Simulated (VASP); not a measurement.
Se: single point with PBE0(alpha)

Crystal: Se.

```
Se
1.0
     2.63497    0.00000    0.00000
     0.00000    2.63497    0.00000
     0.00000    0.00000    4.35487
Se
1
Direct
  0.50000 0.50000 0.00000
```

The cell was built by a generator and needn't be a form met in nature.

```yaml
Program: VASP 6.6.1
Task: single point
Functional: PBE0(alpha)
Potentials_or_basis: VASP PAW PBE potentials, release 64 (Se)
Cutoff: 520 eV
k_mesh: 5 × 5 × 3
Occupations: fermi-dirac, width 0.05 eV
Spin: no spin polarisation
```

| Property | Result |
| --- | --- |
| Pressure | -2.3 GPa |
| Band gap on the k mesh | none (metal or under the smearing width) |

Stress tensor (GPa, compression positive):
```
-3.72  0.00  0.00
 0.00 -3.72  0.00
 0.00  0.00  0.62
```

Levels at points of the mesh, in eV from the Fermi level:
| k point | band 1 | band 2 | band 3 | band 4 | band 5 | band 6 | band 7 | band 8 |
| --- | --- | --- | --- | --- | --- | --- | --- | --- |
| (0.00, 0.00, 0.00) | -17.15 | -4.33 | 3.93 | 4.19 | 4.19 | 10.06 | 12.25 | 18.55 |

Run time: 15 s on 1 thread of Intel(R) Xeon(R) 6975P-C (Granite Rapids) (shared host), peak memory 0.13 GiB.

Caveat: the k mesh is coarse (spacing up to 0.48 Å⁻¹), so the values aren't converged, least of all with exact exchange; the PAW data sets were made with another functional, which shifts forces and pressure a little.
